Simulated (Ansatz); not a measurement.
Method: Ansatz, DFT PBE, scalar-relativistic, plane waves, PAW. Several structures of Si5S were relaxed, and the powder pattern of one of them was computed from 10° to 70° in 2θ (λ = 1.5406 Å; lines under 1 % are left out).

Cu Kα1 powder pattern (kinematic, no thermal factors).
2θ (°) (relative intensity): 24.37 (2), 30.60 (4), 36.92 (31), 38.81 (24), 40.80 (2), 43.19 (100), 43.36 (3), 46.36 (3), 50.21 (1), 54.64 (14), 59.58 (3), 64.99 (3)

Question: Which structure gives it?
A.

```
Si S
1.0
     2.67728    0.00000    0.00000
    -1.33864    2.31859    0.00000
     0.00000    0.00000   14.59661
Si S
5 1
Direct
  0.33333 0.66667 0.81491
  0.00000 0.00000 0.65787
  0.33333 0.66667 0.50000
  0.00000 0.00000 0.34214
  0.33333 0.66667 0.18509
  0.00000 0.00000 0.00000
```

B.

```
Si S
1.0
     4.71232    0.00000    0.00000
     0.00000    4.75281    0.00000
     0.00000    0.00000    8.46270
Si S
10 2
Direct
  0.25000 0.50000 0.27149
  0.75000 0.50000 0.72851
  0.75000 0.50000 0.37060
  0.25000 0.50000 0.94929
  0.25000 0.50000 0.62940
  0.75000 0.50000 0.05071
  0.75000 0.00000 0.45270
  0.25000 0.00000 0.84455
  0.25000 0.00000 0.54730
  0.75000 0.00000 0.15545
  0.75000 0.00000 0.78709
  0.25000 0.00000 0.21291
```

C.

```
Si S
1.0
     4.87442    0.00000    0.00000
    -2.43721    4.22137    0.00000
     0.00000    0.00000    4.75546
Si S
5 1
Direct
  0.33333 0.66667 0.00000
  0.66667 0.33333 0.00000
  0.50000 0.00000 0.50000
  0.50000 0.50000 0.50000
  0.00000 0.50000 0.50000
  0.00000 0.00000 0.00000
```

Answer: A. Its strongest line, at 2θ = 43.19°, has d = λ/(2 sin θ) = 2.093 Å and is the (1 0 3) reflection of the conventional P-6m2 cell with a = 2.677 Å, c = 14.597 Å. The others have their strongest lines at 37.1° (B); 41.6° (C).

The cells needn't be stable.
